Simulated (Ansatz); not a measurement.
Re:

```xyz
2
Lattice="2.7608 0.0000 0.0000 -1.3804 2.3909 0.0000 0.0000 0.0000 4.4582" Properties=species:S:1:pos:R:3 pbc="T T T"
Re    1.3804    0.7970    3.3436
Re    0.0000    1.5939    1.1145
```

| Property | Result |
| --- | --- |
| Program | Ansatz 0.2.0 |
| Task | relaxation of cell and atoms |
| Functional | BLYP |
| Potentials or basis | all-electron LAPW, scalar-relativistic |
| Basis error allowed | 0.001 eV/atom |
| k mesh | 11 × 11 × 6 |
| Occupations | fermi-dirac, width 0.05 eV |
| Spin | no spin polarisation |

At the start: volume 14.71 Å³/atom.

Question: Where does the relaxation end?

Answer: Over 4 steps the energy falls by 47.4 meV/atom and the volume is 15.53 Å³/atom (+5.5 %); space group P6_3/mmc (No. 194, to 0.05 Å).

Step by step:
```tsv
step	energy change (eV)	largest force (eV/Å)	volume (Å³)
1	0.0000	0.0000	29.43
2	-0.0926	0.0000	31.31
3	-0.0947	0.0000	31.05
4	-0.0947	0.0000	31.05
```

Final structure:
```yaml
crystal:
  lattice:
    - [2.81295, 0.00000, 0.00000]
    - [-1.40647, 2.43608, 0.00000]
    - [0.00000, 0.00000, 4.53154]
  atoms:
    - { symbol: Re, position: [0.66667, 0.33333, 0.75000] }
    - { symbol: Re, position: [0.33333, 0.66667, 0.25000] }
```
